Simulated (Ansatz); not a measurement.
An input for Ansatz 0.2.0 (BaS):

The input run.py:

```python
import json

import ase.io
import numpy as np
import spglib
from ase.calculators.calculator import CalculationFailed, Calculator
from ase.stress import full_3x3_to_voigt_6_stress
from ase.units import GPa

import ansatz as az

class AnsatzCalculator(Calculator):
    implemented_properties = ["energy", "free_energy", "forces", "stress", "magmom"]

    def calculate(self, atoms, properties, system_changes):
        super().calculate(atoms, properties, system_changes)
        structure = atoms.copy()
        structure.set_constraint()
        structure.set_momenta(None)
        structure.set_masses(None)
        outcome = (
            az.Crystal.from_ase(structure)
            .calculation()
            .basis(xc_grid=3)
            .kpoints(8, 8, 8)
            .functional("r2scan", dispersion="VV10")
            .pseudopotentials(kind="paw_fr", accuracy="standard", xc_functional="lda")
            .spin("noncollinear", soc=True)
            .scf(tolerance=2e-10)
            .occupations(method="fermi_dirac", width=0.025)
            .forces()
            .stress()
            .run(threads=2)
        )
        if not outcome.report["converged"]:
            raise CalculationFailed("SCF not converged")
        report = outcome.report
        self.results = {
            "free_energy": report["lagrangian_ev"],
            "energy": report["lagrangian_ev"],
            "forces": np.array(report["forces_ev_ang"]),
            "stress": -GPa * full_3x3_to_voigt_6_stress(report["stress_gpa"]),
            "magmom": report["magnetization_mub"],
        }

np.set_printoptions(precision=5, suppress=True, linewidth=110)
atoms = ase.io.read("BaS.cif")
cell, frac, numbers = spglib.find_primitive((atoms.cell[:], atoms.get_scaled_positions(), atoms.numbers), symprec=1e-5)
atoms = ase.Atoms(numbers, cell=cell, scaled_positions=frac, pbc=True)
atoms.calc = AnsatzCalculator()
print(f"free energy {atoms.get_potential_energy():.6f} eV")
print("forces (eV/A)", atoms.get_forces(), sep="\n")
print("stress (GPa, Voigt, tension positive)", atoms.get_stress() / GPa, sep="\n")
print(f"moment {atoms.get_magnetic_moment():.4f} muB")
```

Contents of BaS.cif:

```cif
data_BaS
_cell_length_a 6.21241113
_cell_length_b 6.21241113
_cell_length_c 6.21241113
_cell_angle_alpha 90.00000000
_cell_angle_beta 90.00000000
_cell_angle_gamma 90.00000000
_space_group_name_H-M_alt 'Fm-3m'
_space_group_name_Hall '-F 4 2 3'
_space_group_IT_number 225
loop_
_space_group_symop_operation_xyz
'x,y,z'
'-x,-y,-z'
'-y,x,z'
'y,-x,-z'
'-x,-y,z'
'x,y,-z'
'y,-x,z'
'-y,x,-z'
'x,-y,-z'
'-x,y,z'
'-y,-x,-z'
'y,x,z'
'-x,y,-z'
'x,-y,z'
'y,x,-z'
'-y,-x,z'
'z,x,y'
'-z,-x,-y'
'z,-y,x'
'-z,y,-x'
'z,-x,-y'
'-z,x,y'
'z,y,-x'
'-z,-y,x'
'-z,x,-y'
'z,-x,y'
'-z,-y,-x'
'z,y,x'
'-z,-x,y'
'z,x,-y'
'-z,y,x'
'z,-y,-x'
'y,z,x'
'-y,-z,-x'
'x,z,-y'
'-x,-z,y'
'-y,z,-x'
'y,-z,x'
'-x,z,y'
'x,-z,-y'
'-y,-z,x'
'y,z,-x'
'-x,-z,-y'
'x,z,y'
'y,-z,-x'
'-y,z,x'
'x,-z,y'
'-x,z,-y'
'x,y+1/2,z+1/2'
'-x,-y+1/2,-z+1/2'
'-y,x+1/2,z+1/2'
'y,-x+1/2,-z+1/2'
'-x,-y+1/2,z+1/2'
'x,y+1/2,-z+1/2'
'y,-x+1/2,z+1/2'
'-y,x+1/2,-z+1/2'
'x,-y+1/2,-z+1/2'
'-x,y+1/2,z+1/2'
'-y,-x+1/2,-z+1/2'
'y,x+1/2,z+1/2'
'-x,y+1/2,-z+1/2'
[... 41 lines left out ...]
'y+1/2,-x,z+1/2'
'-y+1/2,x,-z+1/2'
'x+1/2,-y,-z+1/2'
'-x+1/2,y,z+1/2'
'-y+1/2,-x,-z+1/2'
'y+1/2,x,z+1/2'
'-x+1/2,y,-z+1/2'
'x+1/2,-y,z+1/2'
'y+1/2,x,-z+1/2'
'-y+1/2,-x,z+1/2'
'z+1/2,x,y+1/2'
'-z+1/2,-x,-y+1/2'
'z+1/2,-y,x+1/2'
'-z+1/2,y,-x+1/2'
'z+1/2,-x,-y+1/2'
'-z+1/2,x,y+1/2'
'z+1/2,y,-x+1/2'
'-z+1/2,-y,x+1/2'
'-z+1/2,x,-y+1/2'
'z+1/2,-x,y+1/2'
'-z+1/2,-y,-x+1/2'
'z+1/2,y,x+1/2'
'-z+1/2,-x,y+1/2'
'z+1/2,x,-y+1/2'
'-z+1/2,y,x+1/2'
'z+1/2,-y,-x+1/2'
'y+1/2,z,x+1/2'
'-y+1/2,-z,-x+1/2'
'x+1/2,z,-y+1/2'
'-x+1/2,-z,y+1/2'
'-y+1/2,z,-x+1/2'
'y+1/2,-z,x+1/2'
'-x+1/2,z,y+1/2'
'x+1/2,-z,-y+1/2'
'-y+1/2,-z,x+1/2'
'y+1/2,z,-x+1/2'
'-x+1/2,-z,-y+1/2'
'x+1/2,z,y+1/2'
'y+1/2,-z,-x+1/2'
'-y+1/2,z,x+1/2'
'x+1/2,-z,y+1/2'
'-x+1/2,z,-y+1/2'
'x+1/2,y+1/2,z'
'-x+1/2,-y+1/2,-z'
'-y+1/2,x+1/2,z'
'y+1/2,-x+1/2,-z'
'-x+1/2,-y+1/2,z'
'x+1/2,y+1/2,-z'
'y+1/2,-x+1/2,z'
'-y+1/2,x+1/2,-z'
'x+1/2,-y+1/2,-z'
'-x+1/2,y+1/2,z'
'-y+1/2,-x+1/2,-z'
'y+1/2,x+1/2,z'
'-x+1/2,y+1/2,-z'
'x+1/2,-y+1/2,z'
'y+1/2,x+1/2,-z'
'-y+1/2,-x+1/2,z'
'z+1/2,x+1/2,y'
'-z+1/2,-x+1/2,-y'
'z+1/2,-y+1/2,x'
'-z+1/2,y+1/2,-x'
'z+1/2,-x+1/2,-y'
'-z+1/2,x+1/2,y'
'z+1/2,y+1/2,-x'
'-z+1/2,-y+1/2,x'
'-z+1/2,x+1/2,-y'
'z+1/2,-x+1/2,y'
'-z+1/2,-y+1/2,-x'
'z+1/2,y+1/2,x'
'-z+1/2,-x+1/2,y'
'z+1/2,x+1/2,-y'
'-z+1/2,y+1/2,x'
'z+1/2,-y+1/2,-x'
'y+1/2,z+1/2,x'
'-y+1/2,-z+1/2,-x'
'x+1/2,z+1/2,-y'
'-x+1/2,-z+1/2,y'
'-y+1/2,z+1/2,-x'
'y+1/2,-z+1/2,x'
'-x+1/2,z+1/2,y'
'x+1/2,-z+1/2,-y'
'-y+1/2,-z+1/2,x'
'y+1/2,z+1/2,-x'
'-x+1/2,-z+1/2,-y'
'x+1/2,z+1/2,y'
'y+1/2,-z+1/2,-x'
'-y+1/2,z+1/2,x'
'x+1/2,-z+1/2,y'
'-x+1/2,z+1/2,-y'
loop_
_atom_site_label
_atom_site_type_symbol
_atom_site_symmetry_multiplicity
_atom_site_Wyckoff_symbol
_atom_site_fract_x
_atom_site_fract_y
_atom_site_fract_z
_atom_site_occupancy
Ba1 Ba 4 a 0.0000000000 0.0000000000 0.0000000000 1
S1 S 4 b 0.5000000000 0.0000000000 0.0000000000 1
```

Potentials or basis: JTH PAW LDA.

The run is started by

```bash
$ python run.py
```

Problem. How does this run end?

Solution. The run stopped without a result. It printed:

Output:

```text
Traceback (most recent call last):
  File "run.py", line 53, in <module>
  File "run.py", line 27, in calculate
  [frames inside libraries left out]
ansatz.errors.InputError: .functional(dispersion='VV10'): not one of none, rvv10, d3bj, d3bjatm, d4, a DampingParameters, a FunctionalDamping  [hamiltonian.dispersion]
```
